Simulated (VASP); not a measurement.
# A VASP 6.6.1 single-point calculation on AlN

INCAR

```
NBANDS = 16
NSW = 0
ISMEAR = -1
LWAVE = .FALSE.
ISIF = 2
BMIX = 3
ENCUT = 520
METAGGA = M06L
IBRION = -1
LREAL = .FALSE.
PREC = Accurate
LASPH = .TRUE.
NELM = 120
LCHARG = .FALSE.
SIGMA = 0.02
EDIFF = 1E-7
ISYM = 3
```

KPOINTS

```
KPOINTS created by Atomic Simulation Environment
0
Gamma
12 12 6
0 0 0
```

POSCAR

```
Al N
 1.0000000000000000
     3.1066937601296396    0.0000000000000000    0.0000000000000000
    -1.5533468800648198    2.6904757180508674    0.0000000000000000
     0.0000000000000000    0.0000000000000000    4.9785915498959481
 Al  N
   2   2
Cartesian
  0.0000000000000001  1.7936504787005778 -0.0164068127947834
  1.5533468800648196  0.8968252393502889  2.4728889621531898
  0.0000000000000001  1.7936504787005778  1.8833786440057636
  1.5533468800648196  0.8968252393502889  4.3726744189537392
```

The recommended PBE PAW datasets give the neutral cell 16 valence electrons.

Command

```
mpirun -np 1 vasp_std
```

Q: How does this run end, and what does it give?

A: VASP stopped with an error.

OSZICAR

```
N       E                     dE             d eps       ncg     rms          rms(c)
DAV:   1    -0.220093939345E+09   -0.22009E+09   -0.18115E+09  3256   0.134E+07
DAV:   2    -0.296786779080E+09   -0.76693E+08   -0.71033E+08  2432   0.738E+07
DAV:   3    -0.304477301894E+09   -0.76905E+07   -0.72360E+07  4864   0.179E+07
DAV:   4    -0.304778673345E+09   -0.30137E+06   -0.27935E+06  4840   0.290E+06
DAV:   5    -0.304794321289E+09   -0.15648E+05   -0.15200E+05  4688   0.565E+05
```

Standard output (part)

```
POSCAR found type information on POSCAR AlN
 POSCAR found :  2 types and       4 ions
 LDA part: xc-table for (None), standard interpolation
 POSCAR, INCAR and KPOINTS ok, starting setup
 WAVECAR not read
 entering main loop
|                     _     ____    _    _    _____     _                     |
|                    | |   | |_) | | |  | | | |  __    | |                    |
|                    |_|   |  _ <  | |  | | | | |_ |   |_|                    |
|                     _    | |_) | | |__| | | |__| |    _                     |
|     internal error in CHECK_FULL_KPOINTS: KPOINTS_FULL not properly         |
|     initialised                                                             |
|     If you are not a developer, you should not encounter this problem.      |
|     Please submit a bug report.                                             |
```
